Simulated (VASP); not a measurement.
# SrO (I4/mmm) in VASP: further runs

The runs below take SrO through single point, with PBEsol.

Everything below comes from runs of VASP 6.6.1. Logs are shortened: lines on timing, memory, paths and dates and some standing lists are left out, and cuts for length are marked.

## (1) The crystal as given

Symmetry: I4/mmm, No. 139, tetragonal system. The conventional cell has a = 3.576 Å, b = 3.576 Å, c = 5.310 Å, α = 90.00°, β = 90.00°, γ = 90.00°. Sr (site symmetry 4/mmm) has 6 O at 2.53 to 2.65 Å as nearest neighbours. O (site symmetry 4/mmm) is surrounded by 6 Sr at 2.53 to 2.65 Å.

## (2) Single point, PBEsol

INCAR reads:

```
ALGO     = Normal         # electronic algorithm
EDIFF    = 1E-6           # SCF threshold, eV
ENCUT    = 520            # plane-wave cutoff, eV
GGA      = PS             # functional
ISIF     = 2              # what is computed and relaxed
ISMEAR   = 0              # smearing method
LASPH    = True           # aspherical terms in the spheres
LCHARG   = False          # write CHGCAR
LREAL    = False          # projectors in reciprocal space
LWAVE    = False          # write WAVECAR
NBANDS   = 15             # bands
NELM     = 100            # most SCF steps
PREC     = Accurate       # precision mode
SIGMA    = 0.05           # smearing width, eV
```

KPOINTS reads:

```
k-points
0
Gamma
  8 8 8
```

POSCAR reads:

```
SrO
1.0
    0.0000000000      2.5283443637      2.6547615818
    2.5283443637      0.0000000000      2.6547615818
    2.5283443637      2.5283443637      0.0000000000
Sr O
1 1
Direct
    0.0000000000      0.0000000000      0.0000000000
    0.5000000000      0.5000000000      0.5000000000
```

Potentials or basis: VASP PAW PBE potentials, release 64 (Sr_sv, O).

The run is started by

```console
$ cat potpaw_PBE.64/Sr_sv/POTCAR potpaw_PBE.64/O/POTCAR > POTCAR
$ mpirun -np 1 vasp_std > vasp.out
```

OUTCAR:

```text
EDIFF = 1E-6
   ENCUT = 520
   GGA = PS
   ISIF = 2
   ISMEAR = 0
   LASPH = True
   LREAL = False
   NELM = 100
   PREC = Accurate

 ion  position               nearest neighbor table
   1  0.000  0.000  0.000-   2 2.53   2 2.53   2 2.53   2 2.53   2 2.65   2 2.65
   2  0.500  0.500  0.500-   1 2.53   1 2.53   1 2.53   1 2.53   1 2.65   1 2.65

  LATTYP: Found a body centered tetragonal cell.
 ALAT       =     3.5756188895
 C/A-ratio  =     1.4849242404

  Lattice vectors:

 A1 = (  -2.5283443637,   0.0000000000,   2.6547615818)
 A2 = (   2.5283443637,   0.0000000000,   2.6547615818)
 A3 = (   0.0000000000,   2.5283443637,  -2.6547615818)

Analysis of symmetry for initial positions (statically):
=====================================================================
 Subroutine PRICEL returns:
 Original cell was already a primitive cell.

 Routine SETGRP: Setting up the symmetry group for a
 body centered tetragonal supercell.

 Subroutine GETGRP returns: Found 16 space group operations
 (whereof 16 operations were pure point group operations)
 out of a pool of 16 trial point group operations.

The static configuration has the point symmetry D_4h.

Analysis of symmetry for dynamics (positions and initial velocities):
=====================================================================
 Subroutine PRICEL returns:
 Original cell was already a primitive cell.

 Routine SETGRP: Setting up the symmetry group for a
 body centered tetragonal supercell.

 Subroutine GETGRP returns: Found 16 space group operations
 (whereof 16 operations were pure point group operations)
 out of a pool of 16 trial point group operations.

The dynamic configuration has the point symmetry D_4h.

 Subroutine INISYM returns: Found 16 space group operations
 (whereof 16 operations are pure point group operations),
 and found     1 'primitive' translations

----------------------------------------------------------------------------------------

                                     Primitive cell

  volume of cell :      33.9413

  direct lattice vectors                    reciprocal lattice vectors
     0.000000000  2.528344364  2.654761582    -0.197757872  0.197757872  0.188340830
     2.528344364  0.000000000  2.654761582     0.197757872 -0.197757872  0.188340830
     2.528344364  2.528344364  0.000000000     0.197757872  0.197757872 -0.188340830

  length of vectors
     3.666099327  3.666099327  3.575618889     0.337177431  0.337177431  0.337177431

  position of ions in fractional coordinates (direct lattice)
     0.000000000  0.000000000  0.000000000
     0.500000000  0.500000000  0.500000000

  ion indices of the primitive-cell ions
   primitive index   ion index
                 1           1
                 2           2

----------------------------------------------------------------------------------------

 KPOINTS: k-points

Automatic generation of k-mesh.
 Grid dimensions read from file:
 generate k-points for:    8    8    8

 Generating k-lattice:

  Cartesian coordinates                     Fractional coordinates (reciprocal lattice)
    -0.024719734  0.024719734  0.023542604     0.125000000  0.000000000  0.000000000
     0.024719734 -0.024719734  0.023542604     0.000000000  0.125000000  0.000000000
     0.024719734  0.024719734 -0.023542604     0.000000000  0.000000000  0.125000000

  Length of vectors
     0.042147179  0.042147179  0.042147179

  Shift w.r.t. Gamma in fractional coordinates (k-lattice)
     0.000000000  0.000000000  0.000000000

 Subroutine IBZKPT returns following result:
 ===========================================

 Found     59 irreducible k-points:

 Following reciprocal coordinates:
            Coordinates               Weight
  0.000000  0.000000  0.000000      1.000000
  0.125000 -0.000000  0.000000      8.000000
  0.250000 -0.000000  0.000000      8.000000
  0.375000 -0.000000  0.000000      8.000000
  0.500000 -0.000000  0.000000      4.000000
  0.125000  0.125000  0.000000      2.000000
[... 16 lines left out ...]
  0.250000 -0.000000  0.125000     16.000000
  0.375000 -0.000000  0.125000     16.000000
 [... further k-points ...]
   k-points           NKPTS =     59   k-points in BZ     NKDIM =     59   number of bands    NBANDS=     15
   number of dos      NEDOS =    301   number of ions     NIONS =      2
   total plane-waves  NPLWV =  21952
   dimension x,y,z NGX =    28 NGY =   28 NGZ =   28
   dimension x,y,z NGXF=    56 NGYF=   56 NGZF=   56
   ions per type =               1   1
   NGX,Y,Z   is equivalent  to a cutoff of  12.70, 12.70, 13.02 a.u.
   NGXF,Y,Z  is equivalent  to a cutoff of  25.39, 25.39, 26.04 a.u.
 SYSTEM =  unknown system
   PREC   = accura    normal or accurate (medium, high low for compatibility)
   ISTART =      0    job   : 0-new  1-cont  2-samecut
   ICHARG =      2    charge: 1-file 2-atom 10-const
   ISPIN  =      1    spin polarized calculation?
   LNONCOLLINEAR =      F non collinear calculations
   LSORBIT =      F    spin-orbit coupling
   LASPH  =      T    aspherical Exc in radial PAW
   ENCUT  =  520.0 eV  38.22 Ry    6.18 a.u.   6.82  6.82  6.65*2*pi/ulx,y,z
   NELM   =    100;   NELMIN=  2; NELMDL= -5     # of ELM steps
   EDIFF  = 0.1E-05   stopping-criterion for ELM
[... 8 lines left out ...]
   TEBEG  =    0.0;   TEEND  =   0.0 temperature during run
   PSTRESS=    0.0 pullay stress
   NELECT =      16.0000    total number of electrons
   NUPDOWN=      -1.0000    fix difference up-down
   EMIN   =  10.00;   EMAX   =-10.00  energy-range for DOS
[... 5 lines left out ...]
     AMIX     =   0.40;   BMIX     =  1.00
     AMIX_MAG =   1.60;   BMIX_MAG =  1.00
  volume/ion in A,a.u.               =      16.97       114.52
  Fermi-wavevector in a.u.,A,eV,Ry     =   1.274106  2.407711 22.086959  1.623346
  Thomas-Fermi vector in A             =   2.406892
   LORBIT       =      0    0 simple, 1 ext, 2 COOP (PROOUT), +10 PAW based schemes
   GGA     = PS    functional components
   LHFCALC =     F    Hartree Fock is set to
   AEXX    =    0.0000 exact exchange contribution
   IVDW    =     0    specifies the selected vdW correction
   LEPSILON=     F    determine dielectric tensor
   LRPA    =     F    only Hartree local field effects (RPA)
 non-spin polarized calculation
 Gauss-broadening in eV      SIGMA  =   0.05
  energy-cutoff  :      520.00
  volume of cell :       33.94
 maximum number of plane-waves:       926
   NGX = 13   NGY = 13   NGZ = 13

 number of electron      15.9999998 magnetization

 Free energy of the ion-electron system (eV)
  ---------------------------------------------------
  ext. energy  EPLUGINS =         0.00000000
  ---------------------------------------------------
  free energy    TOTEN  =       -12.61823588 eV

  energy without entropy =      -12.61823588  energy(sigma->0) =      -12.61823588

 E-fermi :   1.8025     XC(G=0): -10.2796

 val. band max:        1.5543208632   @ k =   0.0000   0.0000   0.0000
 cond. band min:       4.6070428241   @ k =   0.5000   0.0000   0.5000
 fundamental gap:      3.0527219609
 Fermi energy:         1.8024827614

 k-point     1 :       0.0000    0.0000    0.0000
  band No.  band energies     occupation
      1     -30.7266      2.00000
      2     -13.5089      2.00000
      3     -12.4055      2.00000
      4     -12.3685      2.00000
      5     -12.3685      2.00000
      6       1.3888      2.00000
      7       1.5543      2.00000
      8       1.5543      2.00000
      9       5.2690      0.00000
     10       7.4180      0.00000
     11       7.8055      0.00000
     12       7.8055      0.00000
     13       9.6235      0.00000
     14      10.1920      0.00000
     15      14.0089      0.00000

 k-point     2 :       0.1250   -0.0000    0.0000
  band No.  band energies     occupation
      1     -30.7059      2.00000
      2     -13.8802      2.00000
      3     -12.4180      2.00000
      4     -12.3745      2.00000
      5     -12.0525      2.00000
      6       1.0118      2.00000
      7       1.2669      2.00000
      8       1.3412      2.00000
      9       5.9729      0.00000
     10       7.4725      0.00000
     11       7.9133      0.00000
     12       8.0998      0.00000
     13      10.0335      0.00000
     14      10.6183      0.00000
     15      15.0315      0.00000

 k-point     3 :       0.2500   -0.0000    0.0000
  band No.  band energies     occupation
      1     -30.6553      2.00000
      2     -14.4638      2.00000
      3     -12.4647      2.00000
      4     -12.3888      2.00000
      5     -11.5849      2.00000
      6       0.1790      2.00000
      7       0.8345      2.00000
      8       0.8817      2.00000
      9       7.3862      0.00000
     10       7.5575      0.00000
     11       8.7560      0.00000
     12       8.9047      0.00000
     13      11.0605      0.00000
     14      11.6703      0.00000
     15      17.0653      0.00000
[... 343 lines left out ...]
 k-point    23 :       0.2500   -0.0000    0.1250
  band No.  band energies     occupation
      1     -30.6562      2.00000
      2     -14.3470      2.00000
      3     -12.5105      2.00000
      4     -12.4692      2.00000
      5     -11.6336      2.00000
      6       0.1881      2.00000
      7       1.0281      2.00000
      8       1.2080      2.00000
      9       6.7039      0.00000
     10       6.9749      0.00000
     11       8.9965      0.00000
     12       9.2529      0.00000
     13      10.6227      0.00000
     14      11.8916      0.00000
     15      17.1484      0.00000

 k-point    24 :       0.3750   -0.0000    0.1250
  band No.  band energies     occupation
      1     -30.6054      2.00000
      2     -14.7329      2.00000
      3     -12.5579      2.00000
      4     -12.4873      2.00000
      5     -11.4302      2.00000
      6      -0.2060      2.00000
      7       0.5928      2.00000
      8       0.7946      2.00000
      9       7.0193      0.00000
     10       8.3095      0.00000
     11       9.9734      0.00000
     12      10.1827      0.00000
     13      11.8928      0.00000
     14      12.7867      0.00000
     15      17.2174      0.00000

 [... further k-points ...]
[... 5 lines left out ...]
  --------------------------------------------------------------------------------------
  -------------------------------------------------------------------------------------
  Total        0.4708645      0.4708645     -0.8197680      0.0000000      0.0000000      0.0000000
  in kB       22.2268828     22.2268828    -38.6966680      0.0000000      0.0000000      0.0000000
  external PRESSURE =       1.9190325 kB  Pullay stress =       0.0000000 kB

 VOLUME and BASIS-vectors are now :
 -----------------------------------------------------------------------------
  energy-cutoff  :      520.00
  volume of cell :       33.94
      direct lattice vectors                 reciprocal lattice vectors
     0.000000000  2.528344364  2.654761582    -0.197757872  0.197757872  0.188340830
     2.528344364  0.000000000  2.654761582     0.197757872 -0.197757872  0.188340830
     2.528344364  2.528344364  0.000000000     0.197757872  0.197757872 -0.188340830

 POSITION                                       TOTAL-FORCE (eV/Angst)
 -----------------------------------------------------------------------------------
      0.00000      0.00000      0.00000         0.000000      0.000000      0.000000
      2.52834      2.52834      2.65476        -0.000000     -0.000000     -0.000000
 -----------------------------------------------------------------------------------
    total drift:                                0.000000      0.000000      0.000000

  FREE ENERGIE OF THE ION-ELECTRON SYSTEM (eV)
  ---------------------------------------------------
  free  energy   TOTEN  =       -12.6182358772 eV

  energy  without entropy=      -12.6182358772  energy(sigma->0) =      -12.61823588
```

Run time: 36 s. Hardware: 1 thread of Intel Xeon Platinum 8488C (Sapphire Rapids), shared host; peak memory 0.17 GiB.

Results:

- Free energy: -12.6182 eV
- Pressure: 0.2 GPa
- Band gap on the k mesh: 3.05 eV, indirect (least direct gap 3.12 eV)

Stress tensor (GPa, compression positive):
```
 2.22  0.00  0.00
 0.00  2.22  0.00
 0.00  0.00 -3.87
```

Caveat: the PAW data sets were made with another functional, which shifts forces and pressure a little. A k mesh can miss the band edges.

[end of part 1 of 2]
